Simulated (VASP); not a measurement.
# SiMo3 (Pm-3n) in VASP: single point with r2SCAN

Aim: the single point of SiMo3 with r2SCAN.

Everything below comes from runs of VASP 6.6.1. Logs are shortened: lines on timing, memory, paths and dates and some standing lists are left out, and cuts for length are marked.

## (1) The structure

It takes space group Pm-3n (No. 223, cubic). Conventional cell: a = 4.885 Å, b = 4.885 Å, c = 4.885 Å, α = 90.00°, β = 90.00°, γ = 90.00°. Si (site symmetry m-3) is surrounded by 12 Mo at 2.73 Å. Around Mo (site symmetry -4m2) lie 2 Mo at 2.44 Å and 4 Si at 2.73 Å.

The cell is a database's computed one.

## (2) Single point, r2SCAN

Contents of POSCAR:

```
SiMo3
1.0
    4.8849536208      0.0000000000      0.0000000000
    0.0000000000      4.8849536208      0.0000000000
    0.0000000000      0.0000000000      4.8849536208
Si Mo
2 6
Direct
    0.5000000000      0.5000000000      0.5000000000
    0.0000000000      0.0000000000      0.0000000000
    0.0000000000      0.5000000000      0.2500000000
    0.0000000000      0.5000000000      0.7500000000
    0.5000000000      0.7500000000      0.0000000000
    0.5000000000      0.2500000000      0.0000000000
    0.7500000000      0.0000000000      0.5000000000
    0.2500000000      0.0000000000      0.5000000000
```

Contents of INCAR.step1:

```
PREC = Accurate ; ENCUT = 520
ISMEAR = 0 ; SIGMA = 0.1
LREAL = False ; LASPH = True
NELM = 100 ; NBANDS = 56
GGA = PE ; ALGO = Normal
EDIFF = 1E-4 ; LWAVE = True
LCHARG = False
```

Contents of INCAR.step2:

```
PREC = Accurate ; ENCUT = 520
EDIFF = 1E-6 ; ISMEAR = 0
SIGMA = 0.1 ; LREAL = False
LASPH = True ; NELM = 100
ALGO = Normal ; ISIF = 2
LWAVE = False ; LCHARG = False
METAGGA = R2SCAN ; LMIXTAU = True
NBANDS = 56 ; ISTART = 1
```

Contents of KPOINTS:

```
regular mesh
0
Gamma
  8 8 8
```

Potentials or basis: VASP PAW PBE potentials, release 64 (Si, Mo_sv).

Run with:

```
cat potpaw_PBE.64/Si/POTCAR potpaw_PBE.64/Mo_sv/POTCAR > POTCAR
cp INCAR.step1 INCAR
mpirun -np 1 vasp_std > vasp.out
cp INCAR.step2 INCAR
mpirun -np 1 vasp_std > vasp.out
```

OUTCAR:

```text
PREC = Accurate
   ENCUT = 520
   EDIFF = 1E-6
   ISMEAR = 0
   LREAL = False
   LASPH = True
   NELM = 100
   ISIF = 2
   METAGGA = R2SCAN
   ISTART = 1

 ion  position               nearest neighbor table
   1  0.500  0.500  0.500-   3 2.73   4 2.73   5 2.73   6 2.73   7 2.73   8 2.73   5 2.73   6 2.73
                             7 2.73   8 2.73   3 2.73   4 2.73
   2  0.000  0.000  0.000-   3 2.73   4 2.73   5 2.73   6 2.73   7 2.73   8 2.73   7 2.73   8 2.73
                             3 2.73   4 2.73   5 2.73   6 2.73
   3  0.000  0.500  0.250-   4 2.44   4 2.44   1 2.73   2 2.73   2 2.73   1 2.73   8 2.99   5 2.99
                             6 2.99   7 2.99   8 2.99   7 2.99   5 2.99   6 2.99
   4  0.000  0.500  0.750-   3 2.44   3 2.44   1 2.73   2 2.73   2 2.73   1 2.73   8 2.99   5 2.99
                             6 2.99   7 2.99   8 2.99   7 2.99   5 2.99   6 2.99
   5  0.500  0.750  0.000-   6 2.44   6 2.44   1 2.73   1 2.73   2 2.73   2 2.73   7 2.99   8 2.99
                             8 2.99   7 2.99   3 2.99   4 2.99   3 2.99   4 2.99
   6  0.500  0.250  0.000-   5 2.44   5 2.44   1 2.73   1 2.73   2 2.73   2 2.73   7 2.99   8 2.99
                             8 2.99   7 2.99   3 2.99   4 2.99   3 2.99   4 2.99
   7  0.750  0.000  0.500-   8 2.44   8 2.44   1 2.73   2 2.73   1 2.73   2 2.73   5 2.99   6 2.99
                             5 2.99   6 2.99   3 2.99   3 2.99   4 2.99   4 2.99
   8  0.250  0.000  0.500-   7 2.44   7 2.44   1 2.73   2 2.73   1 2.73   2 2.73   5 2.99   6 2.99
                             5 2.99   6 2.99   3 2.99   3 2.99   4 2.99   4 2.99

  LATTYP: Found a simple cubic cell.
 ALAT       =     4.8849536208

  Lattice vectors:

 A1 = (   4.8849536208,   0.0000000000,   0.0000000000)
 A2 = (   0.0000000000,   4.8849536208,   0.0000000000)
 A3 = (   0.0000000000,   0.0000000000,   4.8849536208)

Analysis of symmetry for initial positions (statically):
=====================================================================
 Subroutine PRICEL returns:
 Original cell was already a primitive cell.

 Routine SETGRP: Setting up the symmetry group for a
 simple cubic supercell.

 Subroutine GETGRP returns: Found 48 space group operations
 (whereof 24 operations were pure point group operations)
 out of a pool of 48 trial point group operations.

The static configuration has the point symmetry T_h .
 The point group associated with its full space group is O_h .

Analysis of symmetry for dynamics (positions and initial velocities):
=====================================================================
 Subroutine PRICEL returns:
 Original cell was already a primitive cell.

 Routine SETGRP: Setting up the symmetry group for a
 simple cubic supercell.

[... 129 lines left out ...]
   NUPDOWN=      -1.0000    fix difference up-down
   EMIN   =  10.00;   EMAX   =-10.00  energy-range for DOS
   EFERMI =   0.00;   METHOD = LEGACY
   ISMEAR =     0;   SIGMA  =   0.10  broadening in eV -4-tet -1-fermi 0-gaus
   EFERMI_NEDOS =   21; number of points for ismear=-14 and -15
   IALGO  =     38    algorithm
   IMIX   =      4    mixing-type and parameters
     AMIX     =   0.40;   BMIX     =  1.00
     AMIX_MAG =   1.60;   BMIX_MAG =  1.00
  volume/ion in A,a.u.               =      14.57        98.33
  Fermi-wavevector in a.u.,A,eV,Ry     =   1.512900  2.858967 31.141933  2.288868
  Thomas-Fermi vector in A             =   2.622763
   LORBIT       =      0    0 simple, 1 ext, 2 COOP (PROOUT), +10 PAW based schemes
   METAGGA = R2SCAN    functional components
   LHFCALC =     F    Hartree Fock is set to
   AEXX    =    0.0000 exact exchange contribution
   IVDW    =     0    specifies the selected vdW correction
   LEPSILON=     F    determine dielectric tensor
   LRPA    =     F    only Hartree local field effects (RPA)
 non-spin polarized calculation
 Gauss-broadening in eV      SIGMA  =   0.10
  energy-cutoff  :      520.00
  volume of cell :      116.57
 maximum number of plane-waves:      3178
   NGX = 19   NGY = 19   NGZ = 19

 number of electron      91.9999980 magnetization

 Free energy of the ion-electron system (eV)
  ---------------------------------------------------
  ext. energy  EPLUGINS =         0.00000000
  ---------------------------------------------------
  free energy    TOTEN  =      -176.60637001 eV

  energy without entropy =     -176.58499932  energy(sigma->0) =     -176.59568466

 E-fermi :  12.8176     XC(G=0): -14.2783

 val. band max:       12.8097503351   @ k =   0.5000   0.3750   0.0000
 cond. band min:      12.8193175421   @ k =   0.5000   0.1250   0.1250
 fundamental gap:      0.0095672070
 Fermi energy:        12.8176122416

 k-point     1 :       0.0000    0.0000    0.0000
  band No.  band energies     occupation
      1     -50.4540      2.00000
      2     -50.3235      2.00000
      3     -50.3235      2.00000
      4     -49.9603      2.00000
      5     -49.9603      2.00000
      6     -49.9603      2.00000
[... 1405 lines left out ...]
     55      15.1229      0.00000
     56      15.5287      0.00000

 [... further k-points ...]

------------------------ aborting loop because EDIFF is reached ----------------------------------------

  FORCE on cell =-STRESS in cart. coord.  units (eV):
  Direction    XX          YY          ZZ          XY          YZ          ZX
  --------------------------------------------------------------------------------------
  -------------------------------------------------------------------------------------
  Total        0.7145807      0.7145807      0.7145807      0.0000000      0.0000000      0.0000000
  in kB        9.8215615      9.8215615      9.8215615      0.0000000      0.0000000      0.0000000
  external PRESSURE =       9.8215615 kB  Pullay stress =       0.0000000 kB

 VOLUME and BASIS-vectors are now :
 -----------------------------------------------------------------------------
  energy-cutoff  :      520.00
  volume of cell :      116.57
      direct lattice vectors                 reciprocal lattice vectors
     4.884953621  0.000000000  0.000000000     0.204710234  0.000000000  0.000000000
     0.000000000  4.884953621  0.000000000     0.000000000  0.204710234  0.000000000
     0.000000000  0.000000000  4.884953621     0.000000000  0.000000000  0.204710234

 POSITION                                       TOTAL-FORCE (eV/Angst)
 -----------------------------------------------------------------------------------
      2.44248      2.44248      2.44248        -0.000000      0.000000     -0.000000
      0.00000      0.00000      0.00000        -0.000000      0.000000     -0.000000
      0.00000      2.44248      1.22124         0.000000      0.000000     -0.000000
      0.00000      2.44248      3.66372        -0.000000     -0.000000     -0.000000
      2.44248      3.66372      0.00000        -0.000000      0.000000     -0.000000
      2.44248      1.22124      0.00000         0.000000     -0.000000      0.000000
      3.66372      0.00000      2.44248        -0.000000     -0.000000      0.000000
      1.22124      0.00000      2.44248         0.000000      0.000000     -0.000000
 -----------------------------------------------------------------------------------
    total drift:                                0.000000      0.000000     -0.000000

  FREE ENERGIE OF THE ION-ELECTRON SYSTEM (eV)
  ---------------------------------------------------
  free  energy   TOTEN  =      -176.6063700079 eV

  energy  without entropy=     -176.5849993174  energy(sigma->0) =     -176.59568466
```

Run time: 5.9 min. Hardware: 1 thread of AMD EPYC 9R45 (Zen 5), shared host; peak memory 0.29 GiB.

Results:

- Free energy: -176.6064 eV
- Pressure: 1.0 GPa
- Band gap on the k mesh: none (metal or under the smearing width)

Caveat: the PAW data sets were made with another functional, which shifts forces and pressure a little.
